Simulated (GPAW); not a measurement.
# Bi (Im-3m) in GPAW: phonons with optB88-vdW

Aim: the phonons of Bi with optB88-vdW.

Everything below comes from runs of GPAW 26.7.0. Logs are shortened: lines on timing, memory, paths and dates and some standing lists are left out, and cuts for length are marked. The log counts tension as positive stress, the text compression.

### Step 1. Starting point

Symmetry: Im-3m, No. 229, cubic system. Conventional cell: a = 3.963 Å, b = 3.963 Å, c = 3.963 Å, α = 90.00°, β = 90.00°, γ = 90.00°. Around Bi (site symmetry m-3m) lie 8 Bi at 3.43 Å.

This isn't the form of Bi at room conditions, which is rhombohedral.

### Step 2. Phonons, optB88-vdW

run.py

```python
import json
import numpy as np
from ase import Atoms
from ase.io import read, write
from phonopy import Phonopy
from phonopy.structure.atoms import PhonopyAtoms
from gpaw import GPAW, PW

atoms = read('POSCAR')

calc = GPAW(mode=PW(510),
            xc={'name': 'optB88-vdW', 'backend': 'libvdwxc'},
            kpts={'size': (9, 9, 9), 'gamma': True},
            occupations={'name': 'fermi-dirac', 'width': 0.05},
            nbands=15,
            convergence={'density': 1e-06, 'eigenstates': 1e-09},
            maxiter=150,
            legacy_gpaw=True,
            txt='gpaw.txt')
atoms.calc = calc
energy = atoms.get_potential_energy()
forces = atoms.get_forces()
calc.write('gs.gpw')
write('result.traj', atoms)
print('Cell:', atoms.cell.cellpar().round(4))
print(atoms.get_scaled_positions().round(5))

def force_constants(scale):
    unit = PhonopyAtoms(symbols=atoms.get_chemical_symbols(), cell=atoms.cell[:] * scale**(1 / 3),
                        scaled_positions=atoms.get_scaled_positions())
    ph = Phonopy(unit, supercell_matrix=np.diag([2, 2, 2]), primitive_matrix=np.eye(3), symprec=1e-4)
    ph.generate_displacements(distance=0.03)
    forces = []
    for i, sc in enumerate(ph.supercells_with_displacements):
        a = Atoms(sc.symbols, cell=sc.cell, scaled_positions=sc.scaled_positions, pbc=True)
        c = GPAW(mode=PW(510),
                 xc={'name': 'optB88-vdW', 'backend': 'libvdwxc'},
                 kpts={'size': (5, 5, 5), 'gamma': True},
                 occupations={'name': 'fermi-dirac', 'width': 0.05},
                 nbands=80,
                 convergence={'density': 1e-06, 'eigenstates': 1e-09},
                 maxiter=150,
                 legacy_gpaw=True,
                 txt=f'disp-{scale:.3f}-{i:02d}.txt')
        a.calc = c
        f = a.get_forces()
        forces.append(f - f.mean(axis=0))
        print(f'displacement {i}: drift', f.mean(axis=0).round(5), flush=True)
    ph.forces = forces
    ph.produce_force_constants()
    ph.symmetrize_force_constants()
    return ph

qpoints = [[0.0, 0.0, 0.0], [0.0, 0.0, 0.5], [0.0, 0.5, 0.0], [0.0, 0.5, 0.5], [0.5, 0.0, 0.0], [0.5, 0.0, 0.5], [0.5, 0.5, 0.0], [0.5, 0.5, 0.5]]
results = {}
for scale in [1.0]:
    ph = force_constants(scale)
    ph.run_qpoints(qpoints)
    nu = ph.qpoints.frequencies * 33.35641  # THz to cm^-1
    results[f'{scale:.3f}'] = nu.tolist()
    for qp, f in zip(qpoints, nu):
        print(scale, np.round(qp, 4), f.round(2))

path = atoms.cell.bandpath('GHNGPH,PN', npoints=60, eps=1e-4)
ph.run_qpoints(path.kpts)
results['path'] = (ph.qpoints.frequencies * 33.35641).tolist()
results['path_q'] = path.kpts.tolist()
x, ticks, names = path.get_linear_kpoint_axis()
results['axis'] = [x.tolist(), list(ticks), names]
ph.run_mesh([15, 15, 15], is_gamma_center=True)
ph.run_thermal_properties(temperatures=[0, 100, 200, 300, 500, 800], cutoff_frequency=0.05)
tp = ph.thermal_properties
results['thermal'] = [list(v) for v in (tp.temperatures, tp.free_energy, tp.entropy, tp.heat_capacity)]
for t, fv, s, cv in zip(*results['thermal']):
    print(f'{t:6.0f} K  F {fv:9.4f} kJ/mol  S {s:9.4f} J/K/mol  Cv {cv:9.4f} J/K/mol')
json.dump(results, open('phonons.json', 'w'))
```

POSCAR

```
Bi
1.0
   -1.9814305318      1.9814305318      1.9814305318
    1.9814305318     -1.9814305318      1.9814305318
    1.9814305318      1.9814305318     -1.9814305318
Bi
1
Direct
    0.0000000000      0.0000000000      0.0000000000
```

Potentials or basis: GPAW PAW data sets (gpaw-data 1.2.1), pw.

The run is started by

```console
> OMP_NUM_THREADS=1 python run.py
```

gpaw.txt:

```text
___ ___ ___ _ _ _
 |   |   |_  | | | |
 | | | | | . | | | |
 |__ |  _|___|_____|  26.7.0
 |___|_|

Input parameters:
  convergence: {density: 1e-06,
                eigenstates: 1e-09}
  kpts: {gamma: True,
         size: (9, 9, 9)}
  maxiter: 150
  mode: {ecut: 510.0,
         name: pw}
  nbands: 15
  occupations: {name: fermi-dirac,
                width: 0.05}
  xc: {backend: libvdwxc,
       name: optB88-vdW}

System changes: positions, numbers, cell, pbc, initial_charges, initial_magmoms

Initialize ...

species:
  Bi:
    name:    Bismuth
    Z:       83.0
    valence: 15
    core:    68
    charge:  0.0  # [|e|]
    compensation charges:
      type: gauss
      rc: 0.38  # [Å]
      lmax: 2
    cutoffs:
      filter: 2.23  # [Å]
      core: 2.33  # [Å]
    projectors
    | kind |    occ | energy [eV] | rcut [Å] |
    |------|--------|-------------|----------|
    |   6s |  2.000 |     -14.385 |    1.286 |
    |   6p |  3.000 |      -4.580 |    1.275 |
    |   5d | 10.000 |     -27.119 |    1.349 |
    |    s |        |      12.827 |    1.286 |
    |    p |        |      22.631 |    1.275 |
    |    d |        |       0.093 |    1.349 |

    Using partial waves for Bi as LCAO basis

Reference energy: -584848.382953  # eV

Spin-paired calculation

Convergence criteria:
 Maximum [total energy] change in last 3 cyles: 0.0005 eV / valence electron
 Maximum integral of absolute [dens]ity change: 1e-06 electrons / valence electron
 Maximum integral of absolute [eigenst]ate change: 1e-09 eV^2 / valence electron
 Maximum number of scf [iter]ations: 150
 (Square brackets indicate name in SCF output, whereas a 'c' in
 the SCF output indicates the quantity has converged.)

Symmetries present (total): 48

  ( 1  1  1)  ( 1  1  1)  ( 1  1  1)  ( 1  1  1)  ( 1  1  1)  ( 1  1  1)
  ( 0  0 -1)  ( 0  0 -1)  ( 0 -1  0)  ( 0 -1  0)  (-1  0  0)  (-1  0  0)
  ( 0 -1  0)  (-1  0  0)  ( 0  0 -1)  (-1  0  0)  ( 0  0 -1)  ( 0 -1  0)

  ( 1  0  0)  ( 1  0  0)  ( 1  0  0)  ( 1  0  0)  ( 1  0  0)  ( 1  0  0)
  ( 0  1  0)  ( 0  1  0)  ( 0  0  1)  ( 0  0  1)  (-1 -1 -1)  (-1 -1 -1)
  ( 0  0  1)  (-1 -1 -1)  ( 0  1  0)  (-1 -1 -1)  ( 0  1  0)  ( 0  0  1)

  ( 0  1  0)  ( 0  1  0)  ( 0  1  0)  ( 0  1  0)  ( 0  1  0)  ( 0  1  0)
  ( 1  0  0)  ( 1  0  0)  ( 0  0  1)  ( 0  0  1)  (-1 -1 -1)  (-1 -1 -1)
  ( 0  0  1)  (-1 -1 -1)  ( 1  0  0)  (-1 -1 -1)  ( 1  0  0)  ( 0  0  1)

  ( 0  0  1)  ( 0  0  1)  ( 0  0  1)  ( 0  0  1)  ( 0  0  1)  ( 0  0  1)
  ( 1  0  0)  ( 1  0  0)  ( 0  1  0)  ( 0  1  0)  (-1 -1 -1)  (-1 -1 -1)
  ( 0  1  0)  (-1 -1 -1)  ( 1  0  0)  (-1 -1 -1)  ( 1  0  0)  ( 0  1  0)

  ( 0  0 -1)  ( 0  0 -1)  ( 0  0 -1)  ( 0  0 -1)  ( 0  0 -1)  ( 0  0 -1)
  ( 1  1  1)  ( 1  1  1)  ( 0 -1  0)  ( 0 -1  0)  (-1  0  0)  (-1  0  0)
  ( 0 -1  0)  (-1  0  0)  ( 1  1  1)  (-1  0  0)  ( 1  1  1)  ( 0 -1  0)

  ( 0 -1  0)  ( 0 -1  0)  ( 0 -1  0)  ( 0 -1  0)  ( 0 -1  0)  ( 0 -1  0)
  ( 1  1  1)  ( 1  1  1)  ( 0  0 -1)  ( 0  0 -1)  (-1  0  0)  (-1  0  0)
  ( 0  0 -1)  (-1  0  0)  ( 1  1  1)  (-1  0  0)  ( 1  1  1)  ( 0  0 -1)

  (-1  0  0)  (-1  0  0)  (-1  0  0)  (-1  0  0)  (-1  0  0)  (-1  0  0)
  ( 1  1  1)  ( 1  1  1)  ( 0  0 -1)  ( 0  0 -1)  ( 0 -1  0)  ( 0 -1  0)
  ( 0  0 -1)  ( 0 -1  0)  ( 1  1  1)  ( 0 -1  0)  ( 1  1  1)  ( 0  0 -1)

  (-1 -1 -1)  (-1 -1 -1)  (-1 -1 -1)  (-1 -1 -1)  (-1 -1 -1)  (-1 -1 -1)
  ( 1  0  0)  ( 1  0  0)  ( 0  1  0)  ( 0  1  0)  ( 0  0  1)  ( 0  0  1)
  ( 0  1  0)  ( 0  0  1)  ( 1  0  0)  ( 0  0  1)  ( 1  0  0)  ( 0  1  0)

729 k-points: 9 x 9 x 9 Monkhorst-Pack grid
35 k-points in the irreducible part of the Brillouin zone
       k-points in crystal coordinates                weights
   0:     0.00000000    0.00000000    0.00000000          1/729
   1:     0.11111111    0.00000000    0.00000000         12/729
   2:     0.11111111    0.11111111   -0.11111111          6/729
   3:     0.22222222    0.00000000   -0.11111111         24/729
   4:     0.22222222    0.00000000    0.00000000         12/729
   5:     0.22222222    0.11111111   -0.11111111         24/729
   6:     0.22222222    0.22222222   -0.22222222          6/729
   7:     0.33333333   -0.11111111   -0.11111111          8/729
   8:     0.33333333    0.00000000   -0.11111111         48/729
   9:     0.33333333    0.00000000    0.00000000         12/729
          ...
  34:     0.44444444    0.44444444    0.44444444          8/729

Wave functions: Plane wave expansion
  Cutoff energy: 510.000 eV
  Number of coefficients (min, max): 791, 832
  Pulay-stress correction: 0.000000 eV/Ang^3 (de/decut=0.000000)
  Using FFTW library
  ScaLapack parameters: grid=1x1, blocksize=None
  Wavefunction extrapolation:
    Improved wavefunction reuse through dual PAW basis

Occupation numbers: Fermi-Dirac:
  width: 0.0500  # eV

Eigensolver
   Davidson(niter=2)

Densities:
  Coarse grid: 18*18*18 grid
  Fine grid: 36*36*36 grid
  Total Charge: 0.000000

Density mixing:
  Method: separate
  Backend: msr1
  Linear mixing parameter: 0.05
  old densities: 10
  Width of damping distribution: 1.1
  Damping of long wavelength oscillations: 20

Hamiltonian:
  XC and Coulomb potentials evaluated on a 36*36*36 grid
  Using the optB88 Exchange-Correlation functional
  External potential:
    NoExternalPotential

XC parameters: optB88 with libvdwxc
  Mode: serial
  Semilocal: GGA_X_OPTB88_VDW+LDA_C_PW with 2 nearest neighbor stencil
  Corresponding non-local functional: vdW-DF
  Local blocksize: 36 x 36 x 36
  PAW datasets: PBE

Number of atoms: 1
Number of atomic orbitals: 9
Number of bands in calculation: 15
Number of valence electrons: 15
Bands to converge: occupied

... initialized

Initializing position-dependent things.

Density initialized from atomic densities
Creating initial wave functions:
  9 bands from LCAO basis set
  6 bands from random numbers

       Bi

Atomic positions and initial magnetic moments

Positions:
   0 Bi     0.000000    0.000000    0.000000    ( 0.0000,  0.0000,  0.0000)

Unit cell:
           periodic     x           y           z      points  spacing
  1. axis:    yes   -1.981431    1.981431    1.981431    18     0.1557
  2. axis:    yes    1.981431   -1.981431    1.981431    18     0.1557
  3. axis:    yes    1.981431    1.981431   -1.981431    18     0.1557

  Lengths:   3.431938   3.431938   3.431938
  Angles:  109.471221 109.471221 109.471221

Effective grid spacing dv^(1/3) = 0.1747

iter:   1   -61.382298
iter:   2   -61.387732   -2.55  -1.84
iter:   3   -61.415676   -2.37  -1.86
iter:   4   -61.418599   -3.28  -2.41
iter:   5   -61.418732c  -4.46  -2.56
iter:   6   -61.418370c  -4.82  -2.56
iter:   7   -61.418970c  -4.63  -2.66
iter:   8   -61.419303c  -4.20  -2.87
iter:   9   -61.419308c  -5.59  -3.57
iter:  10   -61.419309c  -6.39  -3.90
iter:  11   -61.419310c  -7.85  -4.47
iter:  12   -61.419310c  -9.19c -5.19
iter:  13   -61.419310c  -9.70c -5.59
iter:  14   -61.419310c -11.43c -6.14c

Converged after 14 iterations.

Dipole moment: (-0.000000, 0.000000, 0.000000) |e|*Ang

Energy contributions relative to reference atoms: (reference = -584848.382953)

Kinetic:        +16.485326
Potential:      -14.388773
External:        +0.000000
XC:             -61.511421
Entropy (-ST):   -0.003909
Local:           -2.002488
SIC:             +0.000000
--------------------------
Free energy:    -61.421264
Extrapolated:   -61.419310

Non-local optB88 correlation energy: 0.642679
Semilocal GGA_X_OPTB88_VDW+LDA_C_PW energy: -71.875816
(Not including atomic contributions)
Showing only first 2 kpts
 Kpt  Band  Eigenvalues  Occupancy
  0     5     -5.82669    2.00000
  0     6     12.57111    0.00000
  0     7     12.57111    0.00000
  0     8     12.57111    0.00000

  1     5     -5.60222    2.00000
  1     6     10.66466    0.00000
  1     7     11.94061    0.00000
  1     8     12.38208    0.00000

Fermi level: 7.62495

No gap
No difference between direct/indirect transitions

Forces in eV/Ang:
  0 Bi   -0.00000   -0.00000    0.00000

Writing to gs.gpw (mode='')
```

Wall time 4 min (1 thread of AMD EPYC 7B13 (Zen 3), shared host); peak memory 0.57 GiB.

Results:

```
Free energy              : -61.4213 eV
Band gap on the k mesh   : none (metal or under the smearing width)
Highest phonon frequency : 71 cm⁻¹
Most unstable mode       : 35i cm⁻¹
```

Phonon frequencies in cm⁻¹ (negative: imaginary):
```csv
q point,frequencies
"(0.000, 0.000, 0.000)",0 0 0
"(0.000, 0.000, 0.500)",-35 13 71
"(0.000, 0.500, 0.000)",-35 13 71
"(0.000, 0.500, 0.500)",-35 13 71
"(0.500, 0.000, 0.000)",-35 13 71
"(0.500, 0.000, 0.500)",-35 13 71
"(0.500, 0.500, 0.000)",-35 13 71
"(0.500, 0.500, 0.500)",29 29 29
```

Caveat: some modes are imaginary; phonon bands are interpolated from a small supercell; spin-orbit coupling is left out, which moves the levels of the heavy elements.
